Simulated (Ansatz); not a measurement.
# WC-type HfC

The computed numbers are results of r²SCAN, scalar-relativistic (no spin polarisation) in the plane-wave PAW code Ansatz at 500 eV, Γ-centred 12×12×12 mesh, 0.05 eV Gaussian smearing. The datasets are Ansatz's generated set soft_2.

```
CELL_PARAMETERS angstrom
3.22835 0.00000 0.00000
-1.61417 2.79583 0.00000
0.00000 0.00000 2.89901
ATOMIC_POSITIONS crystal
Hf 0.00000 0.00000 0.00000
C 0.66667 0.33333 0.50000
```

The cell came from substitution into a structure type; no database entry of this phase was matched, which doesn't show that none exists.

The cell above was scaled in volume, and shape and atoms were relaxed at each volume within its symmetry. Energies are counted from the cell above.

Cell and atoms are those of this level's equilibrium.

| V (Å³/atom) | ΔE (meV/atom) | P from the stress (GPa) |
| --- | --- | --- |
| 12.560 | 14.64 | 9.24 |
| 12.821 | 3.55 | 4.40 |
| 13.083 | 0.00 | -0.01 |
| 13.345 | 3.31 | -3.99 |
| 13.606 | 12.86 | -7.62 |
| 13.999 | 37.58 | -12.43 |

Question: Do the energies and the pressures agree? Compare −ΔE/ΔV between neighbouring points (1 meV/Å³ = 0.1602 GPa) with the mean of their pressures.

Answer: 
```tsv
interval (Å³/atom)	−ΔE/ΔV (GPa)	mean P (GPa)
12.56 to 12.82	6.8	6.8
12.82 to 13.08	2.2	2.2
13.08 to 13.34	-2.0	-2.0
13.34 to 13.61	-5.8	-5.8
13.61 to 14.00	-10.1	-10.0
```
They differ by 0.06 GPa at most.

Question: What do the two routes give for V0, B0 and B0′?

Answer: A third-order Birch–Murnaghan fit of the energies: V0 = 13.08 Å³/atom, B0 = 210 GPa, B0′ = 3.9. A polynomial of P in ln V, with B = −dP/d ln V at P = 0: V0 = 13.08 Å³/atom, B0 = 209 GPa, B0′ = 3.8.

B0·V0 = 209.8 GPa × 13.08 Å³ = 17.13 eV/atom sets the scale: near the minimum ΔE ≈ ½ B0 V0 x², with x = V/V0 − 1, and a pressure of 2.1 GPa squeezes the volume by about 1 %. At the ends of the curve: x = −4.0 % predicts 13.7 meV/atom and the run gives 14.6; x = +7.0 % predicts 42.0 meV/atom and the run gives 37.6. Compression costs more and expansion less than the parabola says, since the crystal stiffens as it shrinks; B0′ measures that.

These numbers lack spin–orbit coupling. A displaced or strained copy of the relaxed cell lay 1.4 meV/atom lower, so the structure isn't a true minimum at this level, unless the mesh, which matters in a metal, makes it so.
